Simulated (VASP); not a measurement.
## BaH2 under changes of volume

One of the cells (15.875 Å³/atom); the others are scaled copies at fixed shape and fractional positions:

```
Ba H
1.0
     4.36988    0.00000    0.00000
    -2.18494    3.78443    0.00000
     0.00000    0.00000    5.75977
Ba H
2 4
Direct
  0.33333 0.66667 0.25000
  0.66667 0.33333 0.75000
  0.00000 0.00000 0.00000
  0.00000 0.00000 0.50000
  0.66667 0.33333 0.25000
  0.33333 0.66667 0.75000
```

The cell comes from a database or a generator and needn't be the stable form of this composition.

* Program: VASP 6.6.1
* Functional: LDA
* Potentials or basis: VASP PAW LDA potentials, release 64 (Ba_sv, H)
* Cutoff: 520 eV
* k mesh: 6 × 6 × 4
* Occupations: gaussian, width 0.02 eV
* Spin: no spin polarisation

| volume (Å³/atom) | energy over the lowest point (meV/atom) | pressure (GPa) | gap on the mesh (eV) |
| --- | --- | --- | --- |
| 15.240 | 3.80 | 1.8 | 1.48 |
| 15.558 | 0.99 | 0.9 | 1.47 |
| 15.875 | 0.00 | 0.0 | 1.46 |
| 16.193 | ? | ? | ? |
| 16.510 | 2.87 | -1.5 | 1.44 |

Problem. What does the run at 16.193 Å³/atom give?

Solution. Energy over the lowest point 0.69 meV/atom; pressure -0.8 GPa; gap on the mesh 1.45 eV.

Worked out: A Birch-Murnaghan fit of order 2 (a polynomial in V^(-2/3)) to the other rows has its minimum at 15.90 Å³/atom with B0 = V·E''(V) = 42 GPa at fixed shape and positions, which overstates the stiffness. It gives 0.69 meV/atom at 16.193 Å³/atom, against the run's 0.69, and -dE/dV = -0.7 GPa, against -0.8. A straight line through the other rows of the gap, of slope -0.5 eV per unit of ln V, gives 1.45 eV, against the run's 1.45.

Energies are extrapolated to zero smearing.

Caveats: spin-orbit coupling is left out, which moves the levels of the heavy elements.

A mesh can miss the band edges.
